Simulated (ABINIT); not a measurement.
Set up this calculation in ABINIT 10.8.3 (patched build), as the native input.

```
Task                                            : single point
Functional                                      : PBE
Potentials or basis                             : JTH PAW PBE v2.0
Cutoff                                          : 544 eV
k mesh                                          : 7 × 7 × 4
Occupations                                     : fermi-dirac, width 0.05 eV
Spin                                            : no spin polarisation
Fine-grid cutoff                                : 1088.46 eV
Exchange and correlation inside the PAW spheres : full angular mesh (pawxcdev 0, this build's default; the released program takes 1)
```

The system is TaS2.

```xyz
3
Lattice="3.3500 0.0000 0.0000 -1.6750 2.9012 0.0000 0.0000 0.0000 5.8600" Properties=species:S:1:pos:R:3 pbc="T T T"
Ta    0.0000    0.0000    0.0000
S     1.6750    0.9671    4.3950
S     0.0000    1.9341    1.4650
```

One way to write it, as run:

run.abi

```
# Pseudopotentials
pp_dirpath "./"
pseudos "Ta.GGA_PBE-JTH.xml, S.GGA_PBE-JTH.xml"

# Structure
acell 6.3305825175 6.3305825175 11.0737950903
rprim
     1.0000000000     0.0000000000     0.0000000000
    -0.5000000000     0.8660254038     0.0000000000
     0.0000000000     0.0000000000     1.0000000000
ntypat 2
znucl 73 16
natom 3
typat 1 2 2
xred
     0.0000000000     0.0000000000     0.0000000000
     0.6666666667     0.3333333333     0.7500000000
     0.3333333333     0.6666666667     0.2500000000

# Plane-wave basis
ecut 20.0
pawecutdg 40.0

# k points
kptopt 1
ngkpt 7 7 4
nshiftk 1
shiftk 0.0 0.0 0.0

# Exchange and correlation
ixc 11

# Bands and occupations
nband 17
occopt 3
tsmear 0.05 eV

# SCF cycle
nstep 100
tolvrs 1.0e-9

# Output
iomode 3
prtwf 0
prtden 0
prteig 0
prtebands 0
enunit 1
```

Potentials or basis: JTH PAW PBE v2.0.

Launch:

```sh
$ abinit run.abi > log 2>&1
```

Results of the run:

```json
{
  "Pressure": "9.0 GPa",
  "Largest force": "1.198 eV/Å",
  "Band gap on the k mesh": "none (metal or under the smearing width)",
  "Valence electrons inside the program's atomic spheres": "Ta 10.64; S 3.64"
}
```

Caveat: this functional lacks dispersion, which binds the layers, so the pressure and a relaxed spacing across them are unreliable; forces of over 1 eV/Å show positions far from the minimum, so gaps and moduli don't describe the material at rest.

It took 27 s on 1 thread of Arm Neoverse V2 (shared host), peak memory 0.13 GiB.
